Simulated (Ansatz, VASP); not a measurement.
# One calculation of Co, two programs

```xyz
2
Lattice="2.5205 0.0000 0.0000 -1.2602 2.1828 0.0000 0.0000 0.0000 4.1000" Properties=species:S:1:pos:R:3 pbc="T T T"
Co    1.2602    0.7276    3.0750
Co    0.0000    1.4552    1.0250
```

Change from the starting cell: volume scaled by 1.06.

Alike in both runs: task single point; functional LDA; k mesh 12 × 12 × 7; occupations fermi-dirac, width 0.05 eV; collinear spin.

```csv
,VASP,Ansatz
version,VASP 6.6.1,Ansatz 0.2.0
potentials or method,"VASP PAW LDA potentials, release 64 (Co), cutoff 520 eV","all-electron LAPW, scalar-relativistic"
```

Ansatz gave:

| Property | Result |
| --- | --- |
| gap on the k mesh at the Fermi level (eV) | none |
| pressure (GPa) | -24.3 |
| largest component of the traceless stress (GPa) | 1.73 |
| net moment per atom (μB) | 1.62 |
| size of the moment on the site where the two differ most (μB) | 1.66 |

Q: What did VASP give for the same quantities?

A: gap on the k mesh at the Fermi level (eV): none; pressure (GPa): -24.9; largest component of the traceless stress (GPa): 1.72; net moment per atom (μB): 1.58; size of the moment on the site where the two differ most (μB): 1.59.

Site moments also hang on the region over which each program counts them. A gap of «none» marks a metal or a gap that the smearing closes. Ansatz ran all-electron here, so the differences hold the error of VASP's frozen core and of both bases.

Caveats: so large a pressure means that the cell lies far from this level's equilibrium, or that cutoff or potentials fall short (VASP).
